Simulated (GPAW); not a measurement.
SnTe, 2 atoms in the cell. It takes space group Fm-3m (No. 225, cubic). The conventional cell has a = 6.343 Å, b = 6.343 Å, c = 6.343 Å, α = 90.00°, β = 90.00°, γ = 90.00°. Te (site symmetry m-3m) is surrounded by 6 Sn at 3.17 Å. Sn (site symmetry m-3m) has 6 Te at 3.17 Å as nearest neighbours. 

```yaml
Program: GPAW 26.7.0
Task: G0W0 quasiparticle levels
Functional: PBE
Potentials_or_basis: GPAW PAW data sets (gpaw-data 1.2.1)
Cutoff: 450 eV
Basis: pw
k_mesh: 3 × 3 × 3
Occupations: fermi-dirac, width 0.001 eV
Spin: no spin polarisation
Response_ecut: 98.7 eV
Frequency: ppa
Extrapolate: yes
Qp_bands: 2
Maxiter: 150
Integrate_gamma: WS
Vertex: none
All_k: no
Response_bands: 142
```

Potentials or basis: GPAW PAW data sets (gpaw-data 1.2.1), pw.

Run with:

```sh
$ OMP_NUM_THREADS=1 python run.py
```

Hardware: 1 thread of Arm Neoverse V1 (shared host).

Estimate the wall time of this run.

It took 100 s on 1 thread of Arm Neoverse V1, on a shared host, peak memory 0.37 GiB. Counts: scf iterations 10, plane waves 1411, bands 19, k points 4.
